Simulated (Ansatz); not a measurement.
**ZrN: equation of state with PBEsol+D3(BJ)**

The system is ZrN.

```
CELL_PARAMETERS angstrom
0.00000 2.30000 2.30000
2.30000 0.00000 2.30000
2.30000 2.30000 0.00000
ATOMIC_POSITIONS crystal
Zr 0.50000 0.50000 0.50000
N 0.00000 0.00000 0.00000
```

- Program: Ansatz 0.2.0
- Task: equation of state
- Functional: PBEsol
- Dispersion: D3(BJ)
- Potentials or basis: Ansatz PAW
- Cutoff: 420 eV
- Density cutoff: 1680 eV
- k mesh: 10 × 10 × 10
- Occupations: fermi-dirac, width 0.05 eV
- Spin: no spin polarisation

```json
{
  "Equilibrium volume": "11.54 Å³/atom",
  "Bulk modulus": "284 GPa",
  "Pressure derivative of the bulk modulus": "4.4"
}
```

Energy against volume, from the lowest point:
| volume (Å³/atom) | energy (meV/atom) |
| --- | --- |
| 11.437 | 0.00 |
| 11.680 | 0.71 |
| 11.924 | 9.99 |
| 12.167 | 26.82 |
| 12.410 | 50.47 |
| 12.654 | 80.25 |
| 12.897 | 115.39 |

All runs of the series together: 4.7 s on 2 threads of Arm Neoverse V2 (shared host).
